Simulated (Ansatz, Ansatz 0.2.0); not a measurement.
# The bare Sommerfeld coefficient of Ti₃AlC₂ with LDA, PBEsol and r2SCAN, and why the enhancement remains uncertain

## What was measured

The electronic specific heat coefficient of Ti₃AlC₂ comes from low-temperature heat capacity on a bulk polycrystal, reported in "Structure, Morphology, Heat Capacity, and Electrical Transport Properties of Ti3(Al,Si)C2 Materials" (2021, PubMed Central 8230697). A fit below 7 K gives $\gamma = 4.848 \pm 0.006$ mJ/(mol K²). In this range the electronic part of the heat capacity is linear in temperature and the lattice part close to cubic, so that a fit can separate the two. The sample is multiphase, with about 12 wt% TiC. The impurity contributes its own heat capacity and affects the conversion to a mole of Ti₃AlC₂, so the fit uncertainty is not the whole uncertainty of the value for the pure phase. The measured coefficient also contains the enhancement by electron-phonon coupling, which a band-structure density of states lacks.

| compared with | measured | source's wording or label | method |
| --- | --- | --- | --- |
| γ (mJ/(mol K²)) | 4.848 ± 0.006 | 4.848 ± 0.006 mJ mol-1 K-2 | low-temperature heat capacity |

Conditions are those given with the value in the passage it was taken from; "not stated" means there, and the paper may say more elsewhere. The values are a selection: others may have been left out beforehand as unlike or outlying.

## Approach

I want the bare coefficient, $\gamma_0 = \tfrac{\pi^2}{3} k_B^2 N(E_F)$, from the density of states at the Fermi level. It should lie below the measured $\gamma$, and the ratio $\gamma/\gamma_0$ then gives the enhancement $1+\lambda$. I set no percentage as a target, because the two quantities differ by just this factor.

The model is the ideal, nonmagnetic hexagonal crystal with 12 atoms in the primitive cell, without TiC or vacancies. The starting cell, $a = 3.072$ Å and $c = 18.624$ Å, was relaxed by earlier theory and is not a measurement. I begin with PBEsol in this cell and a coarse mesh for the density of states. The mesh comes first, since flat Ti d bands can make $N(E_F)$ converge slowly; the cell and the functional follow.

Plain PBE isn't shown in this study.

System: Ti3AlC2, 312 MAX phase, hexagonal; P6_3/mmc (No. 194), 12 atoms in the primitive cell; the database structure is a structure relaxed by earlier theory (a GGA or r2SCAN, not named), not a measurement: a = 3.072 Å, c = 18.624 Å; structure from the Materials Project.

## 1. PBEsol on the self-consistent mesh

The lightest start keeps the database cell, relaxes only the atoms and reads the density of states on the mesh of the self-consistent run. I expect a usable order of magnitude, but no settled value of $N(E_F)$ until denser meshes have been compared with it.

**Run 1.** Ansatz 0.2.0: PBEsol, atoms relaxed in a first step at this level (its input isn't shown) in the database cell, PAW set soft_2, cutoff 420 eV (default), 12x12x2 k mesh, Gaussian smearing 0.1 eV; density of states on the SCF mesh, bare value read at that mesh's own Fermi level (tetrahedra).

Key lines of the input:
```
crystal:
  # lattice and atoms
kpoints:
  mp_grid: { grid: [12, 12, 2] }
hamiltonian:
  xc: pbesol
scf:
  occupations: { method: gaussian, width: 0.1 }
  n_extra_bands: 24
output:
  forces: true
  stress: true
  dos: { de: 0.005, nscf_kmesh: { grid: [12, 12, 2] } }
```

Command:
```
ansatz run input.yaml --threads 8 --pin off --max-ram 16384MiB --backend cpu --events-out ev --progress --plain --runs-dir out
```

Selected lines of the output:
```
  P = ⅓ Tr σ = -3.2740 GPa (-32.740 kbar)
# fermi_ev = 12.227801
# tetrahedron_fermi_ev = 12.201972
```

Converged; 14 s on 8 cores of Arm Neoverse V2, shared host. Warnings: another step: stress_scf_threshold_loose.

| quantity | run 1 | measured | deviation |
| --- | --- | --- | --- |
| γ (mJ/(mol K²)) | 4.139 | 4.848 ± 0.006 | −0.709 (−14.6 %) |
| N(E_F) per formula unit (states/eV) | 1.756 |  |  |
| pressure (GPa) | −3.2740 |  |  |

The bare coefficient, 4.139 mJ/(mol K²), lies below the measured one, as it should. The ratio would be $1+\lambda \approx 1.17$, but I do not take it as a result while the mesh is untested. The tetrahedron Fermi level lies about 0.026 eV below that of the smeared self-consistent run. This matters only if the density of states varies appreciably over such a small energy, which I do not know yet.

The pressure of −3.2740 GPa means that PBEsol would contract this cell, so the lattice also needs a look later. A warning named `stress_scf_threshold_loose` belongs to another step; I record it without reading more into the name.

## 2. Denser meshes for the density of states

I keep the cell, functional and cutoff and make the mesh for the density of states twice and then three times as dense. Two steps are needed to see whether the value settles or merely moves. I expect the first to change $N(E_F)$ noticeably and the second to change it less.

**Run 2.** Ansatz 0.2.0: PBEsol, atoms relaxed in a first step at this level (its input isn't shown) in the database cell, PAW set soft_2, cutoff 420 eV (default), 12x12x2 k mesh, Gaussian smearing 0.1 eV; density of states on a mesh twice as dense, bare value read at that mesh's own Fermi level (tetrahedra).

Key lines of the input, as changed from run 1:
```diff
  output:
-   dos: { de: 0.005, nscf_kmesh: { grid: [12, 12, 2] } }
+   dos: { de: 0.005, nscf_kmesh: { grid: [24, 24, 4] } }
```

Selected lines of the output:
```
NSCF: frozen V_eff on 183 k-points
# tetrahedron_fermi_ev = 12.218701
```

Converged; 17 s of wall time. Warnings: another step: stress_scf_threshold_loose.

**Run 3.** Ansatz 0.2.0: PBEsol, atoms relaxed in a first step at this level (its input isn't shown) in the database cell, PAW set soft_2, cutoff 420 eV (default), 12x12x2 k mesh, Gaussian smearing 0.1 eV; density of states on a mesh three times as dense, bare value read at that mesh's own Fermi level (tetrahedra).

Key lines of the input, as changed from run 1:
```diff
  output:
-   dos: { de: 0.005, nscf_kmesh: { grid: [12, 12, 2] } }
+   dos: { de: 0.005, nscf_kmesh: { grid: [36, 36, 6] } }
```

Selected lines of the output:
```
NSCF: frozen V_eff on 508 k-points
# tetrahedron_fermi_ev = 12.223867
```

Converged; 24 s of wall time. Warnings: another step: stress_scf_threshold_loose.

| quantity | run 2 | run 3 | measured |
| --- | --- | --- | --- |
| γ (mJ/(mol K²)) | 4.750 | 4.662 | 4.848 ± 0.006 |
| N(E_F) per formula unit (states/eV) | 2.015 | 1.978 |  |
| pressure (GPa) | −3.2740 | −3.2740 |  |

Doubling the mesh raises the bare coefficient from 4.139 to 4.750 mJ/(mol K²), and tripling it brings it back to 4.662. The first mesh was too coarse, and the 1.17 read from it was largely a sampling error. The last step is much smaller, 0.088 mJ/(mol K²), but it has the opposite sign, so I cannot tell on which side of 4.662 the limit lies.

That step matters for the enhancement. The ratio to experiment is 1.02 on the doubled mesh and 1.04 on the tripled one, so the excess over one, which is $\lambda$, nearly doubles while the density of states changes by only about 2 %. The bare value stays below the measured one on both meshes, but $\lambda$ is poorly determined.

## 3. Relaxing the cell at two cutoffs

The negative pressure calls for a cell relaxed with PBEsol itself. I do this at a cutoff of 290 eV and at the default of 420 eV, to see whether the cheaper basis is good enough. Both use the doubled mesh, so the run to compare them with is the one that gave 4.750 mJ/(mol K²). A smaller cell should broaden the d bands and, as a rule, lower $N(E_F)$ a little, which would leave more room for the enhancement.

**Run 4.** Ansatz 0.2.0: PBEsol, cell and atoms relaxed in a first step at this level from the database structure (its input isn't shown), PAW set soft_2, cutoff 290 eV, 12x12x2 k mesh, Gaussian smearing 0.1 eV; density of states on a mesh twice as dense, bare value read at that mesh's own Fermi level (tetrahedra).

Key lines of the input, as changed from run 2:
```diff
+ basis:
+   ecutwfc: 290.0
```

Selected lines of the output:
```
Basis set: ecut = 290 eV, 1677 PW (Γ) [...]
  P = ⅓ Tr σ = -0.0038 GPa (-0.038 kbar)
```

Converged; 28 s of wall time. Warnings: another step: cutoff_below_recommended; cutoff_below_recommended (in short: A typed cutoff is below a recommended value, from the records, the datasets' recipe or DFPT's needs, possibly lowering the density cutoff; compare with a higher-cutoff run).

**Run 5.** Ansatz 0.2.0: PBEsol, cell and atoms relaxed in a first step at this level from the database structure (its input isn't shown), PAW set soft_2, cutoff 420 eV (default), 12x12x2 k mesh, Gaussian smearing 0.1 eV; density of states on a mesh twice as dense, bare value read at that mesh's own Fermi level (tetrahedra).

Key lines of the input, as changed from run 4:
```diff
- basis:
-   ecutwfc: 290.0
```

Selected lines of the output:
```
Basis set: ecut = 420 eV, 2881 PW (Γ) [...]
  P = ⅓ Tr σ = -0.0202 GPa (-0.202 kbar)
```

Converged; 21 s of wall time.

| quantity | run 4 | run 5 | measured |
| --- | --- | --- | --- |
| γ (mJ/(mol K²)) | 4.748 | 4.673 | 4.848 ± 0.006 |
| N(E_F) per formula unit (states/eV) | 2.014 | 1.982 |  |
| conventional cell volume (Å³) | 149.61 | 149.13 |  |
| pressure (GPa) | −0.0038 | −0.0202 |  |
| a (Å) | 3.0562 | 3.0506 |  |
| c (Å) | 18.495 | 18.504 |  |

At the default cutoff the cell contracts from $a = 3.072$ Å and $c = 18.624$ Å to 3.0506 and 18.504 Å, and the bare coefficient falls from 4.750 to 4.673 mJ/(mol K²). The direction is the one I expected from broader bands. The change is no larger than the last mesh step, however, so its exact size is uncertain.

At 290 eV the coefficient is 4.748 mJ/(mol K²), higher by 0.075. The program warns that this cutoff is below the recommended one and advises comparison with a higher cutoff, which the pair provides. A shift of this size is small for $N(E_F)$ but not for $\lambda$: the ratio to experiment is 1.02 at 290 eV and 1.04 at 420 eV. The lower cutoff brought no saving in time either, so I keep the default.

## 4. LDA with its own relaxed cell

The next question is how much the functional matters. LDA is the simplest one to compare, with the cutoff and the doubled mesh unchanged. It usually gives a smaller cell than PBEsol, so I expect a slightly lower density of states at the Fermi level, with little change in the bands otherwise.

**Run 6.** Ansatz 0.2.0: LDA, cell and atoms relaxed in a first step at this level from the database structure (its input isn't shown), PAW set soft_2, cutoff 420 eV (default), 12x12x2 k mesh, Gaussian smearing 0.1 eV; density of states on a mesh twice as dense, bare value read at that mesh's own Fermi level (tetrahedra).

Key lines of the input, as changed from run 2:
```diff
  hamiltonian:
-   xc: pbesol
+   xc: lda
```

Selected lines of the output:
```
  P = ⅓ Tr σ = -0.0031 GPa (-0.031 kbar)
# tetrahedron_fermi_ev = 12.660939
```

Converged; 27 s of wall time.

| quantity | run 6 | measured | deviation |
| --- | --- | --- | --- |
| γ (mJ/(mol K²)) | 4.617 | 4.848 ± 0.006 | −0.231 (−4.8 %) |
| N(E_F) per formula unit (states/eV) | 1.959 |  |  |
| conventional cell volume (Å³) | 145.57 |  |  |
| pressure (GPa) | −0.0031 |  |  |
| a (Å) | 3.0277 |  |  |
| c (Å) | 18.336 |  |  |

LDA gives a cell about 2.4 % smaller in volume than PBEsol and a bare coefficient of 4.617 mJ/(mol K²), lower by 0.056. Both changes have the expected sign. The difference in the coefficient is smaller than the last mesh step in the database cell, so I do not use it to prefer one functional over the other. The ratio to experiment is 1.05, against 1.04 with PBEsol, and the implied enhancement remains weak.

## 5. r2SCAN as a different kind of functional

LDA and PBEsol are close relatives, and their agreement says little about errors they share. The meta-GGA r2SCAN also uses the kinetic-energy density and can shift the d states relative to the Fermi level. I run it with its own relaxed cell and the same doubled mesh. A dearer functional is not necessarily a better one for a metal's density of states, so I take this as a test of sensitivity. I expect a larger cell than with PBEsol, but have no firm expectation for the sign of the change in $N(E_F)$.

**Run 7.** Ansatz 0.2.0: r2SCAN, cell and atoms relaxed in a first step at this level from the database structure (its input isn't shown), PAW set soft_2, cutoff 500 eV (default), 12x12x2 k mesh, Gaussian smearing 0.1 eV; density of states on a mesh twice as dense, bare value read at that mesh's own Fermi level (tetrahedra).

Key lines of the input, as changed from run 2:
```diff
  hamiltonian:
-   xc: pbesol
+   xc: r2scan
```

Command:
```
ansatz run input.yaml --threads 4 --pin off --max-ram 16384MiB --backend cpu --events-out ev --progress --plain --runs-dir out
```

Selected lines of the output:
```
  P = ⅓ Tr σ = -0.0116 GPa (-0.116 kbar)
# tetrahedron_fermi_ev = 12.432809
```

Converged; 29 s on 4 cores of AMD EPYC 9R45 96, shared host.

| quantity | run 7 | measured | deviation |
| --- | --- | --- | --- |
| γ (mJ/(mol K²)) | 4.668 | 4.848 ± 0.006 | −0.180 (−3.7 %) |
| N(E_F) per formula unit (states/eV) | 1.980 |  |  |
| conventional cell volume (Å³) | 151.99 |  |  |
| pressure (GPa) | −0.0116 |  |  |
| a (Å) | 3.0692 |  |  |
| c (Å) | 18.632 |  |  |

r2SCAN gives a bare coefficient of 4.668 mJ/(mol K²), only 0.005 below PBEsol in its own relaxed cell. The ratio to experiment is again 1.04. As expected, the r2SCAN cell is larger, with a volume of 151.99 Å³ against 149.13 Å³.

The close agreement partly reflects the different cells. The r2SCAN lattice constants are near those of the database cell, where PBEsol gave 4.750 on the same doubled mesh. In nearly equal cells r2SCAN is thus lower by about 0.08 mJ/(mol K²), and its larger cell makes up for most of that. This difference is about as large as the last mesh step, so I do not read a distinct effect of the functional from it. The dearer functional gives no reason to revise the weak enhancement found with PBEsol.

## All runs against the measurement

| run | settings | γ (mJ/(mol K²)) | deviation | cost |
| --- | --- | --- | --- | --- |
| 1 | PBEsol, cutoff 420 eV (default), density of states on the SCF mesh | 4.139 | −0.709 (−14.6 %) | 1.9 core-min |
| 2 | PBEsol, cutoff 420 eV (default), density of states on a mesh twice as dense | 4.750 | −0.098 (−2.0 %) | 2.3 core-min |
| 3 | PBEsol, cutoff 420 eV (default), density of states on a mesh three times as dense | 4.662 | −0.186 (−3.8 %) | 3.1 core-min |
| 4 | PBEsol, cutoff 290 eV, density of states on a mesh twice as dense | 4.748 | −0.100 (−2.1 %) | 3.7 core-min |
| 5 | PBEsol, cutoff 420 eV (default), density of states on a mesh twice as dense | 4.673 | −0.175 (−3.6 %) | 2.7 core-min |
| 6 | LDA, cutoff 420 eV (default), density of states on a mesh twice as dense | 4.617 | −0.231 (−4.8 %) | 3.6 core-min |
| 7 | r2SCAN, cutoff 500 eV (default), density of states on a mesh twice as dense | 4.668 | −0.180 (−3.7 %) | 1.9 core-min |
|  | measured | 4.848 ± 0.006 |  |  |

Further runs on the same system, made beside this series (convergence steps with loose settings among them):

| further | settings | γ (mJ/(mol K²)) | deviation | cost |
| --- | --- | --- | --- | --- |
| F1 | PBEsol, cell and atoms relaxed in a first step at this level from the database structure (its input isn't shown), cutoff 420 eV (default), 6x6x1 k mesh, density of states on a mesh twice as dense | 4.083 | −0.765 (−15.8 %) | under 1 core-min |
|  | measured | 4.848 ± 0.006 |  |  |

## Conclusion

The bare coefficient lies below the measured one, as the plan required, but the enhancement is not settled. I rest this on PBEsol with its own relaxed cell, the default cutoff and the doubled mesh, at 2.7 core-minutes. It gives 4.673 against 4.848 mJ/(mol K²), hence $1+\lambda \approx 1.04$.

The mesh for the density of states mattered most. The coarse one gave 4.139 in the database cell, and a further run with equally coarse sampling in a relaxed cell gave 4.083. Their larger apparent enhancement is a sampling error. Between the doubled and tripled meshes the value still moved by 0.088, half of the gap to experiment that $\lambda$ is read from. That test was made in the database cell; the tripled mesh in the relaxed cell is not shown in this report.

The 290 eV run, below the recommended cutoff, saved no time, and its closeness to experiment is chance. LDA and r2SCAN also give ratios of 1.05 and 1.04, but such agreement does not exclude a shared error in $N(E_F)$.

An enhancement of a few per cent is suspiciously weak for a metal with d states at the Fermi level, where some tenths are common. The sample offers one possible reason. TiC has a low density of states at the Fermi level, so if its 12 wt% was counted as Ti₃AlC₂, the coefficient of the pure phase would be higher, by up to roughly 14 %. That exceeds the whole gap and would raise $\lambda$. Whether this applies, and what slight off-stoichiometry would do, remains open. A measurement on a purer sample would help more than a dearer functional.

[Logs are printed without paths, hosts, clocks, repeated set-up lines and the standing remarks that a program may print on its own settings, such as how far it seeks lower states.]

[The runs shown are a pick from a larger set of finished runs; failed, doubtful and other runs were left out of it ahead of writing. So were measured values far from every level or from commonly accepted values, and agreement can look better than it is. Lines of input and output are excerpts and may be shortened.]
